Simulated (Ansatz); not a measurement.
TiPt₃ (Pm-3m): electronic heat capacity and spin susceptibility from the density of states

Method: Ansatz 0.2.0, DFT PBEsol, scalar-relativistic, plane waves, PAW.

Plane waves to 420 eV, a k mesh through Γ of 12×12×12 on the computed 4-atom cell and Gaussian smearing (0.10 eV); no spin polarisation.

Relaxed cell: Pm-3m, a = 3.899 Å, b = 3.899 Å, c = 3.899 Å, α = 90.00°, β = 90.00°, γ = 90.00°, 4 atoms in the primitive cell. Whether it is the stable form of this composition wasn't checked.

The density of states at the Fermi level is 0.993 states/eV in the cell of 4 atoms (1 formula unit; both spins, tetrahedra on a 18×18×18 mesh). Averaged over bins of 0.1 eV the density runs from 0.9 to 3.4 states/eV within 0.2 eV of the Fermi level, so the figure hangs on the exact place of that level.

What Sommerfeld coefficient and Pauli susceptibility does this give?

Per formula unit N(E_F) = 0.993 states/eV. γ = (π²/3) k_B² N(E_F) N_A = 2.357 mJ/(mol K²) per state/eV, so γ = 2.3 mJ/(mol K²), a mole of formula units. χ_P = μ_B² N(E_F) N_A = 3.23×10⁻⁵ emu/mol per state/eV gives 3.2×10⁻⁵ emu/mol. This is the bare band result: a measured γ of the same phase is as a rule larger by a factor 1 + λ from phonons and spin fluctuations, the spin part of χ is larger by the Stoner factor, and a measured χ also holds orbital and core terms. N(E_F) at one energy is sensitive to the mesh where the density of states has sharp peaks.

Spin-orbit coupling is left out, which matters for the bands of heavy elements.

Cost: 1 run of about 0.76 core-minutes, on Arm Neoverse V2 (shared hosts).